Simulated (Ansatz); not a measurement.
The cell is COD entry 1010046, as deposited and not checked against the literature; nothing was relaxed. It is an old determination, and later ones may differ.

KBr: DFT, PBE, PAW with Ansatz's default frozen-core files, scalar-relativistic (Ansatz 0.2.0).

Command: `ansatz run input.yaml --threads 1 --pin off --max-ram 2048MiB --backend cpu --events-out ev --progress --plain --runs-dir out` The run took 9.9 s on 1 thread of Arm Neoverse V1, on a shared host, peak memory 0.33 GiB.

```yaml
crystal:
  lattice:
    - [0.0, 3.2925, 3.2925]
    - [3.2925, 0.0, 3.2925]
    - [3.2925, 3.2925, 0.0]
  atoms:
    - { symbol: K, position: [0.0, 0.0, 0.0] }
    - { symbol: Br, position: [0.5, 0.5, 0.5] }
kpoints:
  mp_grid: { grid: [7, 7, 7] }
  band_path:
    path:
      - [0.0, 0.0, 0.0]
      - [0.5, 0.0, 0.5]
      - [0.625, 0.25, 0.625]
      - [0.375, 0.375, 0.75]
      - [0.0, 0.0, 0.0]
      - [0.5, 0.5, 0.5]
      - [0.5, 0.25, 0.75]
      - [0.5, 0.0, 0.5]
    npoints: 14
scf:
  occupations: { method: fermi_dirac, width: 0.01 }
hamiltonian:
  xc: pbe
  pseudopotentials: { kind: paw }
output:
  forces: true
  stress: true
  eigenvalues: true
  efg: { contact_densities: true }
  populations: true
  bader: true
  dos: { projected: true, de: 0.2, e_range: [-14, 8] }
  write_density: true
  write_potential: true
  elf: true
  volumetric_format: npy
```

Output:

```
Engine: ansatz 0.2.0
Pseudopotentials: kind: paw
Pseudopotential: K, paw, valence charge 9, recommended cutoff 420 eV (normal)
Pseudopotential: Br, paw, valence charge 7, recommended cutoff 420 eV (normal)
Functional definition: PBE
  parameter kappa = 0.804
  parameter beta = 0.06672455060314922
  exchange = pbe_x(kappa = kappa, mu = beta*pi^2/3)
  correlation = pbe_c(beta = beta)
Crystal: 2 atoms, lattice volume = 71.385 Å³
Basis set: ecut = 420 eV, 1411 PW (Γ), exchange–correlation on 64×64×64 points (8 copies of the dense FFT grid, shifted against one another)
Bands: 12, of which v1, the nominal top of the filled ones, is band 8 counted from 1 (7 counted from 0)
Symmetry: 48 space group operations
Space group: Fm-3m (ITA 225), of the structure as read, at distance tolerance 4.1e-5 Å
k-points: 20 of 343
Non-local potential: K, projectors of the file, l = 0: 3, l = 1: 2, l = 2: 2
Non-local potential: Br, projectors of the file, l = 0: 2, l = 1: 2, l = 2: 2
PAW form: soft (Blöchl's): semilocal exchange-correlation on the pseudo side does not see the compensation charge
PAW one-centre angular grid: K, 110 points (default); XC on 64 Gauss nodes
PAW one-centre angular grid: Br, 110 points (default); XC on 64 Gauss nodes
Initial density: superposition of atomic densities (neutral atoms: chi_scale 0, normalization atom), corrected by the library's trained network
Initial wavefunctions: pseudopotential atomic-orbital guess
Functional: x = pbe(κ = 0.804, μ = 0.2195149727645171), c = pbe(β = 0.06672455060314922)
SCF iter   1: F=—  HF=-4324.494316 eV  |F-HF|=—  |Δ(HF+E_count)|=         —  Δρ=1.63e-4  dr2=1.47e-5  ethr=1.77e-3  ⟨swp⟩=7.1  Hψ=1717  notcnv=0
preconditioner: auto → none  [insulator: Δε(μ)=4.444 eV  Ē_g=14.784 eV  σ=0.010 eV  W_gap=1.00  n_scr=14 (ndim 8)  ℏωp=16.4 eV  f_vac=0.054  D(μ)=0.00/eV (n_scr^D=0)  ε∞_Penn≈2.2]
SCF iter   2: F=—  HF=-4324.494167 eV  |F-HF|=—  |Δ(HF+E_count)|=   1.49e-4  Δρ=1.59e-4  dr2=2.97e-5  ethr=9.22e-8  ⟨swp⟩=3.3  Hψ=791  notcnv=0
SCF iter   3: F=—  HF=-4324.494166 eV  |F-HF|=—  |Δ(HF+E_count)|=   1.03e-6  Δρ=5.69e-5  dr2=2.03e-6  ethr=9.22e-8  ⟨swp⟩=2.0  Hψ=380  notcnv=0
SCF iter   4: F=—  HF=-4324.494171 eV  |F-HF|=—  |Δ(HF+E_count)|=   5.76e-6  Δρ=2.71e-5  dr2=7.49e-7  ethr=1.27e-8  ⟨swp⟩=2.0  Hψ=380  notcnv=0
SCF iter   5: F=—  HF=-4324.494171 eV  |F-HF|=—  |Δ(HF+E_count)|=   1.40e-7  Δρ=1.01e-5  dr2=1.09e-7  ethr=4.68e-9  ⟨swp⟩=2.0  Hψ=300  notcnv=0
SCF iter   6: F=-4324.494171 eV  HF=-4324.494171 eV  |F-HF|=7.61e-9  |Δ(HF+E_count)|=   7.20e-9  Δρ=2.96e-6  dr2=1.02e-8  ethr=6.25e-10  ⟨swp⟩=8.9  Hψ=1626  notcnv=0
SCF 1 converged in 6 iterations: F = -4324.494171 eV  dr2 = 1.02e-8
  greatest PAW one-centre occupation: 0.987 electrons in one spin orbital (limit 2), on the K atom at site 0 (counted from 0), in its partial waves of l = 0
NSCF: frozen V_eff on 99 k-points
SCF converged after 6 iterations
Free energy (F): -4324.494171 eV
Harris-Foulkes:  -4324.494171 eV  (|F-HF|=7.61e-9)
Internal energy: -4324.494171 eV  (E = F + TS)
E sigma→0 (E₀):  -4324.494171 eV
Fermi energy:    3.348041 eV
--- Per-component energies (eV) ---
  E_band       = -132.708328
  E_kinetic    = 388.554429
  E_local      = -836.060026  (includes V_loc(G=0)·N_el)
  E_nonlocal   = 82.878370
  E_hartree    = 270.990833
  E_xc         = -400.660067
  E_vxc        = -269.692349  (∫ρ·V_xc dr)
  E_paw        = -3028.389570  (= ΣΔE_a)
  E_vpaw       = -40.369352  (= ΣTr[D̂ρ^β])
  E_aug_tail   = -0.000004  (compensation charges beyond the density's cutoff)
  E_ewald      = -801.808137
  E_smearing   = -0.000000  (= −TS)
  E_closure    = -0.000000  (closes the sum)
  Σ components = -4324.494171   (vs F -4324.494171, Δ=0.00e0)
--- Forces (eV/Å), atoms counted from 1 ---
  atom   1  K     -0.00000000     0.00000000     0.00000000
  atom   2  Br     0.00000000    -0.00000000     0.00000000
  max |Σ_I F_I| component: 1.69e-29 eV/Å
--- Stress (GPa, compression-positive) ---
        0.834359       0.000000       0.000000
       -0.000000       0.834359       0.000000
        0.000000       0.000000       0.834359
  P = ⅓ Tr σ = 0.8344 GPa (8.344 kbar)
--- PAW observables at the nuclei: V_zz in 10²¹ V/m², potentials from the cell's mean, atoms counted from 1 ---
  atom   1  K  V_zz =    +0.000000   η = 0.0000   by run symmetry: forbidden
            electrostatic potential = -2062.785332 V   contact ρ = 34767.136767 e/Å³
  atom   2  Br V_zz =    +0.000000   η = 0.0000   by run symmetry: forbidden
            electrostatic potential = -4904.687140 V   contact ρ = 293235.271558 e/Å³
--- Band table (eV; the first three rows and the last of 20) ---
  k-point 0: bands = ["-26.6455", "-11.1847", "-10.1238", "-10.1238", "-10.1238", "1.1155", "1.1155", "1.1155", "5.5694", "8.7213", "8.7213", "8.7213"]
  k-point 1: bands = ["-26.6444", "-11.2240", "-10.1249", "-10.1249", "-10.0710", "0.8303", "1.0472", "1.0472", "6.0726", "8.6019", "8.9623", "8.9623"]
  k-point 2: bands = ["-26.6419", "-11.3016", "-10.1273", "-10.1273", "-9.9627", "0.3127", "0.9017", "0.9017", "7.0673", "8.6852", "9.6228", "9.6228"]
  k-point 19: bands = ["-26.6381", "-11.1983", "-10.1925", "-10.1681", "-10.0217", "0.4343", "0.4849", "0.6922", "8.1742", "8.9110", "9.4779", "10.1811"]
--- Löwdin populations: 2 sites ---
  site symbol       q [e]
     0      K      8.2883
     1     Br      7.6598
  spilling = 0.003247 (of n_electrons = 16.000000)
--- Bader charges: 2 sites ---
  site symbol  charge [e]  shift [e]
     0      K      0.8245     0.0000
     1     Br     -0.8245     0.0000
  estimated error of the sums over rays = 9.9e-5 e
```

populations.tsv:

```
# site	symbol	l	j	q
# orbitals = lowdin
# n_electrons = 16.000000
# spilling = 0.003247
0	K	0_3S	-	1.993261
0	K	0_4S	-	0.303397
0	K	1_3P	-	5.991615
1	Br	0_4S	-	1.882603
1	Br	1_4P	-	5.777170
```

bader_charges.tsv:

```
# site	symbol	x_ang	y_ang	z_ang	partial_charge_e	electrons	volume_ang3	relative_density_drop	shared_charge_e	partial_wave_shift_e
# quadrature_error_electrons = 9.9e-5
0	K	0.0000	0.0000	0.0000	0.82452	18.17548	22.47	-	0.82452	0.00000
1	Br	3.2925	3.2925	3.2925	-0.82452	35.82452	48.60	-	-0.82452	0.00000
```
